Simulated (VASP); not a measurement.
# Cd (P6_3/mmc) in VASP: a series of runs

Runs on Cd. Level: r2SCAN. Tasks: relaxation of cell and atoms.

Program: VASP 6.6.1. These are calculated values, not measurements. Logs are shortened: lines on timing, memory, paths and dates and some standing lists are left out, and cuts for length are marked.

## Step 1: The structure

Symmetry: P6_3/mmc, No. 194, hexagonal system. The conventional cell has a = 2.979 Å, b = 2.979 Å, c = 5.618 Å, α = 90.00°, β = 90.00°, γ = 120.00°. Cd (site symmetry -6m2) has 12 Cd at 2.98 to 3.29 Å as nearest neighbours.

## Step 2: Relaxation of cell and atoms, r2SCAN

INCAR reads:

```
PREC = Accurate
ENCUT = 600
EDIFF = 1E-6
ISMEAR = 1
SIGMA = 0.1
LREAL = False
LASPH = True
NELM = 80
ALGO = Normal
ISIF = 3
LWAVE = False
LCHARG = False
METAGGA = R2SCAN
LMIXTAU = True
IBRION = 2
NSW = 90
EDIFFG = -0.01
```

KPOINTS reads:

```
regular mesh
0
Gamma
  15 15 7
```

POSCAR reads:

```
Cd
1.0
    2.9788700000      0.0000000000      0.0000000000
   -1.4894350000      2.5797770946      0.0000000000
    0.0000000000      0.0000000000      5.6176500000
Cd
2
Direct
    0.3333333333      0.6666666667      0.2500000000
    0.6666666667      0.3333333333      0.7500000000
```

Potentials or basis: VASP PAW PBE potentials, release 64 (Cd).

On the command line:

```
$ cat potpaw_PBE.64/Cd/POTCAR > POTCAR
$ mpirun -np 1 vasp_std > vasp.out
```

OUTCAR:

```text
PREC = Accurate
   ENCUT = 600
   EDIFF = 1E-6
   ISMEAR = 1
   LREAL = False
   LASPH = True
   NELM = 80
   ISIF = 3
   METAGGA = R2SCAN
   IBRION = 2
   NSW = 90
   EDIFFG = -0.01

 ion  position               nearest neighbor table
   1  0.333  0.667  0.250-   2 3.29   2 3.29   2 3.29   2 3.29   2 3.29   2 3.29
   2  0.667  0.333  0.750-   1 3.29   1 3.29   1 3.29   1 3.29   1 3.29   1 3.29

  LATTYP: Found a hexagonal cell.
 ALAT       =     2.9788700000
 C/A-ratio  =     1.8858325472

  Lattice vectors:

 A1 = (   2.9788700000,   0.0000000000,   0.0000000000)
 A2 = (  -1.4894350000,   2.5797770946,   0.0000000000)
 A3 = (   0.0000000000,   0.0000000000,   5.6176500000)

Analysis of symmetry for initial positions (statically):
=====================================================================
 Subroutine PRICEL returns:
 Original cell was already a primitive cell.

 Routine SETGRP: Setting up the symmetry group for a
 hexagonal supercell.

 Subroutine GETGRP returns: Found 24 space group operations
 (whereof 12 operations were pure point group operations)
 out of a pool of 24 trial point group operations.

The static configuration has the point symmetry D_3d.
 The point group associated with its full space group is D_6h.

Analysis of symmetry for dynamics (positions and initial velocities):
=====================================================================
 Subroutine PRICEL returns:
 Original cell was already a primitive cell.

 Routine SETGRP: Setting up the symmetry group for a
 hexagonal supercell.

 Subroutine GETGRP returns: Found 24 space group operations
 (whereof 12 operations were pure point group operations)
 out of a pool of 24 trial point group operations.

The dynamic configuration has the point symmetry D_3d.
 The point group associated with its full space group is D_6h.

 Subroutine INISYM returns: Found 24 space group operations
 (whereof 12 operations are pure point group operations),
 and found     1 'primitive' translations

----------------------------------------------------------------------------------------

                                     Primitive cell

  volume of cell :      43.1706

  direct lattice vectors                    reciprocal lattice vectors
     2.978870000  0.000000000  0.000000000     0.335697765  0.193815195  0.000000000
    -1.489435000  2.579777095  0.000000000     0.000000000  0.387630389  0.000000000
     0.000000000  0.000000000  5.617650000     0.000000000  0.000000000  0.178010378

  length of vectors
     2.978870000  2.978870000  5.617650000     0.387630390  0.387630389  0.178010378

  position of ions in fractional coordinates (direct lattice)
     0.333333333  0.666666667  0.250000000
     0.666666667  0.333333333  0.750000000

  ion indices of the primitive-cell ions
   primitive index   ion index
                 1           1
                 2           2

----------------------------------------------------------------------------------------

 KPOINTS: regular mesh

Automatic generation of k-mesh.
 Grid dimensions read from file:
 generate k-points for:   15   15    7

 Generating k-lattice:

  Cartesian coordinates                     Fractional coordinates (reciprocal lattice)
     0.022379851  0.012921013  0.000000000     0.066666667  0.000000000  0.000000000
     0.000000000  0.025842026  0.000000000     0.000000000  0.066666667  0.000000000
     0.000000000  0.000000000  0.025430054     0.000000000  0.000000000  0.142857143

  Length of vectors
     0.025842026  0.025842026  0.025430054

  Shift w.r.t. Gamma in fractional coordinates (k-lattice)
     0.000000000  0.000000000  0.000000000

 Subroutine IBZKPT returns following result:
 ===========================================

 Found    108 irreducible k-points:

 Following reciprocal coordinates:
            Coordinates               Weight
  0.000000  0.000000  0.000000      1.000000
  0.066667 -0.000000  0.000000      6.000000
  0.133333  0.000000  0.000000      6.000000
  0.200000  0.000000  0.000000      6.000000
  0.266667  0.000000  0.000000      6.000000
  0.333333  0.000000  0.000000      6.000000
[... 16 lines left out ...]
  0.333333  0.200000  0.000000     12.000000
  0.400000  0.200000  0.000000      6.000000
 [... further k-points ...]
   k-points           NKPTS =    108   k-points in BZ     NKDIM =    108   number of bands    NBANDS=     16
   number of dos      NEDOS =    301   number of ions     NIONS =      2
   total plane-waves  NPLWV =  27648
   dimension x,y,z NGX =    24 NGY =   24 NGZ =   48
   dimension x,y,z NGXF=    48 NGYF=   48 NGZF=   96
   ions per type =               2
   NGX,Y,Z   is equivalent  to a cutoff of  13.39, 13.39, 14.20 a.u.
   NGXF,Y,Z  is equivalent  to a cutoff of  26.79, 26.79, 28.41 a.u.
 SYSTEM =  unknown system
   PREC   = accura    normal or accurate (medium, high low for compatibility)
   ISTART =      0    job   : 0-new  1-cont  2-samecut
   ICHARG =      2    charge: 1-file 2-atom 10-const
   ISPIN  =      1    spin polarized calculation?
   LNONCOLLINEAR =      F non collinear calculations
   LSORBIT =      F    spin-orbit coupling
   LASPH  =      T    aspherical Exc in radial PAW
   ENCUT  =  600.0 eV  44.10 Ry    6.64 a.u.   5.95  5.95 11.22*2*pi/ulx,y,z
   NELM   =     80;   NELMIN=  2; NELMDL= -5     # of ELM steps
   EDIFF  = 0.1E-05   stopping-criterion for ELM
   LREAL  =      F    real-space projection
   EDIFFG = -.1E-01   stopping-criterion for IOM
   NSW    =     90    number of steps for IOM
   IBRION =      2    ionic relax: 0-MD 1-quasi-New 2-CG
   NFREE  =      1    steps in history (QN), initial steepest desc. (CG)
   ISIF   =      3    stress and relaxation
   ISYM   =      2    0-nonsym 1-usesym 2-fastsym
   POTIM  = 0.5000    time-step for ionic-motion
   TEBEG  =    0.0;   TEEND  =   0.0 temperature during run
   PSTRESS=    0.0 pullay stress
   NELECT =      24.0000    total number of electrons
   NUPDOWN=      -1.0000    fix difference up-down
   EMIN   =  10.00;   EMAX   =-10.00  energy-range for DOS
   EFERMI =   0.00;   METHOD = LEGACY
   ISMEAR =     1;   SIGMA  =   0.10  broadening in eV -4-tet -1-fermi 0-gaus
   EFERMI_NEDOS =   21; number of points for ismear=-14 and -15
   IALGO  =     38    algorithm
   IMIX   =      4    mixing-type and parameters
     AMIX     =   0.40;   BMIX     =  1.00
     AMIX_MAG =   1.60;   BMIX_MAG =  1.00
  volume/ion in A,a.u.               =      21.59       145.66
  Fermi-wavevector in a.u.,A,eV,Ry     =   1.346116  2.543790 24.654136  1.812028
  Thomas-Fermi vector in A             =   2.473974
   LORBIT       =      0    0 simple, 1 ext, 2 COOP (PROOUT), +10 PAW based schemes
   METAGGA = R2SCAN    functional components
   LHFCALC =     F    Hartree Fock is set to
   AEXX    =    0.0000 exact exchange contribution
   IVDW    =     0    specifies the selected vdW correction
   LEPSILON=     F    determine dielectric tensor
   LRPA    =     F    only Hartree local field effects (RPA)
 conjugate gradient relaxation of ions
 non-spin polarized calculation
 Methfessel and Paxton  Order N= 1 SIGMA  =   0.10
  energy-cutoff  :      600.00
  volume of cell :       43.17
 maximum number of plane-waves:      1460
 NGX is ok and might be reduce to    24
   NGX = 11   NGY = 11   NGZ = 23

--------------------------------------- Ionic step        1  -------------------------------------------

 number of electron      24.0000000 magnetization

 Free energy of the ion-electron system (eV)
  ---------------------------------------------------
  ext. energy  EPLUGINS =         0.00000000
  ---------------------------------------------------
  free energy    TOTEN  =       -40.19865366 eV

  energy without entropy =      -40.19849602  energy(sigma->0) =      -40.19860112

------------------------ aborting loop because EDIFF is reached ----------------------------------------

  FORCE on cell =-STRESS in cart. coord.  units (eV):
  Direction    XX          YY          ZZ          XY          YZ          ZX
  --------------------------------------------------------------------------------------
  -------------------------------------------------------------------------------------
  Total        0.0460787      0.0460787      0.4242622      0.0000000      0.0000000      0.0000000
  in kB        1.7101033      1.7101033     15.7455007      0.0000000      0.0000000      0.0000000
  external PRESSURE =       6.3885691 kB  Pullay stress =       0.0000000 kB
[... 201 lines left out ...]
  energy  without entropy=      -40.2061393605  energy(sigma->0) =      -40.20656075

--------------------------------------- Ionic step        7  -------------------------------------------

 number of electron      23.9999990 magnetization

 Free energy of the ion-electron system (eV)
  ---------------------------------------------------
  ext. energy  EPLUGINS =         0.00000000
  ---------------------------------------------------
  free energy    TOTEN  =       -40.20693282 eV

  energy without entropy =      -40.20630039  energy(sigma->0) =      -40.20672201

 E-fermi :   2.7973     XC(G=0): -11.6464

 val. band max:        2.7934353670   @ k =   0.2667   0.0667   0.0000
 cond. band min:       2.8692706664   @ k =   0.3333   0.1333   0.0000
 fundamental gap:      0.0758352993
 Fermi energy:         2.7973185007

 k-point     1 :       0.0000    0.0000    0.0000
  band No.  band energies     occupation
      1      -7.5760      2.00000
      2      -7.3598      2.00000
      3      -6.9017      2.00000
      4      -6.9017      2.00000
      5      -6.8610      2.00000
      6      -6.8610      2.00000
[... 8 lines left out ...]
     15      17.1323      0.00000
     16      18.1042      0.00000
[... 420 lines left out ...]
  band No.  band energies     occupation
      1      -7.3138      2.00000
      2      -7.2067      2.00000
      3      -7.1303      2.00000
      4      -6.8408      2.00000
      5      -6.7535      2.00000
      6      -6.5422      2.00000
[... 8 lines left out ...]
     15       6.9293      0.00000
     16       7.0408      0.00000

 [... further k-points ...]

------------------------ aborting loop because EDIFF is reached ----------------------------------------

  FORCE on cell =-STRESS in cart. coord.  units (eV):
  Direction    XX          YY          ZZ          XY          YZ          ZX
  --------------------------------------------------------------------------------------
  -------------------------------------------------------------------------------------
  Total       -0.0142829     -0.0142829     -0.0157216     -0.0000000      0.0000000      0.0000000
  in kB       -0.5172204     -0.5172204     -0.5693210     -0.0000000      0.0000000      0.0000000
  external PRESSURE =      -0.5345872 kB  Pullay stress =       0.0000000 kB
[... 17 lines left out ...]
  FREE ENERGIE OF THE ION-ELECTRON SYSTEM (eV)
  ---------------------------------------------------
  free  energy   TOTEN  =       -40.2069328182 eV

  energy  without entropy=      -40.2063003939  energy(sigma->0) =      -40.20672201

 reached required accuracy - stopping structural energy minimisation
```

Run time: 8.5 min. Hardware: 1 thread of Intel Xeon 6975P-C (Granite Rapids), shared host; peak memory 0.22 GiB.

What came out:

* Free energy: -40.2069 eV
* Relaxed volume: 22.12 Å³/atom
* Relaxed cell: a = 2.966 Å, b = 2.966 Å, c = 5.806 Å, α = 90.00°, β = 90.00°, γ = 120.00°
* Space group after relaxing (to 0.05 Å): P6_3/mmc (No. 194)
* Energy gained by relaxing: 4.1 meV/atom
* Ionic steps: 7
* Pressure after relaxing: -0.1 GPa
* Band gap on the k mesh: none (metal or under the smearing width)

The path:
| step | energy change (eV) | largest force (eV/Å) | pressure (GPa) | volume (Å³) |
| --- | --- | --- | --- | --- |
| 1 | 0.0000 | 0.0000 | 0.64 | 43.17 |
| 2 | -0.0035 | 0.0000 | 0.04 | 43.71 |
| 3 | -0.0055 | 0.0000 | -0.76 | 44.55 |
| 4 | -0.0073 | 0.0000 | -0.59 | 44.58 |
| 5 | -0.0077 | 0.0000 | -0.43 | 44.61 |
| 6 | -0.0081 | 0.0000 | -0.24 | 44.42 |
| 7 | -0.0083 | 0.0000 | -0.05 | 44.24 |

Final structure:
```xyz
2
Lattice="2.9664 0.0000 0.0000 -1.4832 2.5690 0.0000 0.0000 0.0000 5.8056" Properties=species:S:1:pos:R:3 pbc="T T T"
Cd    0.0000    1.7127    1.4514
Cd    1.4832    0.8563    4.3542
```

Caveat: the PAW data sets were made with another functional, which shifts forces and pressure a little. Zero-point motion and thermal expansion aren't in these numbers.

## Step 3: Relaxation of cell and atoms, r2SCAN

This run uses another cell than the first one, of 22.12 Å³/atom, 1.025 times its volume.

Edit INCAR of step 2 so:

```diff
@@ -2,3 +2,3 @@
 ENCUT = 600
-EDIFF = 1E-6
+EDIFF = 1E-7
 ISMEAR = 1
@@ -16,2 +16,2 @@
 NSW = 90
-EDIFFG = -0.01
+EDIFFG = -0.005
```

KPOINTS is that of step 2.

POSCAR reads:

```
Cd                                      
1.0
    2.9664358469      0.0000000000      0.0000000000
   -1.4832179234      2.5690088021     -0.0000000000
   -0.0000000000      0.0000000000      5.8056331315
  Cd            
     2
Direct
     0.3333333332999970    0.6666666667000030    0.2500000000000000
     0.6666666667000030    0.3333333332999970    0.7500000000000000
```

Potentials or basis: VASP PAW PBE potentials, release 64 (Cd).

On the command line:

```
$ cat potpaw_PBE.64/Cd/POTCAR > POTCAR
$ mpirun -np 1 vasp_std > vasp.out
```

It took 3.8 min on 1 thread of Intel Xeon 6975P-C (Granite Rapids), shared host; peak memory 0.22 GiB.

Results (log left out):

- Free energy: -40.2078 eV
- Relaxed volume: 22.09 Å³/atom
- Relaxed cell: a = 2.965 Å, b = 2.965 Å, c = 5.803 Å, α = 90.00°, β = 90.00°, γ = 120.00°
- Space group after relaxing (to 0.05 Å): P6_3/mmc (No. 194)
- Energy gained by relaxing: 0.0 meV/atom
- Ionic steps: 2
- Pressure after relaxing: 0.0 GPa
- Band gap on the k mesh: none (metal or under the smearing width)

Final structure:
```
Cd
1.0
     2.96532    0.00000    0.00000
    -1.48266    2.56804    0.00000
     0.00000    0.00000    5.80274
Cd
2
Direct
  0.33333 0.66667 0.25000
  0.66667 0.33333 0.75000
```

Levels at points of the mesh, in eV from the Fermi level:
```tsv
k point	band 10	band 11	band 12	band 13	band 14	band 15
(0.00, 0.00, 0.00)	-8.94	-8.94	-3.63	-3.12	9.85	14.35
```

Caveat: the PAW data sets were made with another functional, which shifts forces and pressure a little.
